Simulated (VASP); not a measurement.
Cs: electron localisation function with PBE+ULG

Cs:

```
Cs
1.0
     0.01363    3.87789    4.12392
     3.90702    0.10757    4.02998
     4.00722    3.88416    0.00737
Cs
1
Direct
  0.98955 0.00373 0.00400
```

The cell isn't the ideal one: cell strained at random at fixed volume.

* Program: VASP 6.6.1
* Task: electron localisation function
* Functional: PBE
* Dispersion: ULG
* Potentials or basis: VASP PAW PBE potentials, release 64 (Cs_sv)
* Cutoff: 520 eV
* k mesh: 6 × 6 × 6
* Occupations: methfessel-paxton, width 0.2 eV
* Spin: no spin polarisation
* Monkhorst-Pack mesh: yes
* Further INCAR settings: ALGO = Normal; EDIFF = 1e-08

```json
{"Pressure": "-0.1 GPa", "Dispersion energy per atom": "-0.005 eV"}
```

Stress tensor (GPa, compression positive):
```
-0.10 -0.06 -0.03
-0.06 -0.10 -0.07
-0.03 -0.07 -0.11
```

Levels at points of the mesh, in eV from the Fermi level:
```csv
k point,band 1,band 2,band 3,band 4,band 5,band 6,band 7,band 8
"(0.08, 0.08, 0.08)",-23.91,-10.67,-10.66,-10.66,-1.55,2.20,2.32,2.61
```

Wall time 2.5 min on 1 thread of AMD EPYC 7R43 64-Core Processor (Zen 3), with other jobs on the host, peak memory 0.25 GiB.

Caveat: atom-pairwise D2, TS and ULG terms overbind metals; pairwise dispersion overbinds metals, which lowers pressure and volume. The run has no spin-orbit coupling, so splittings on Cs are missing.
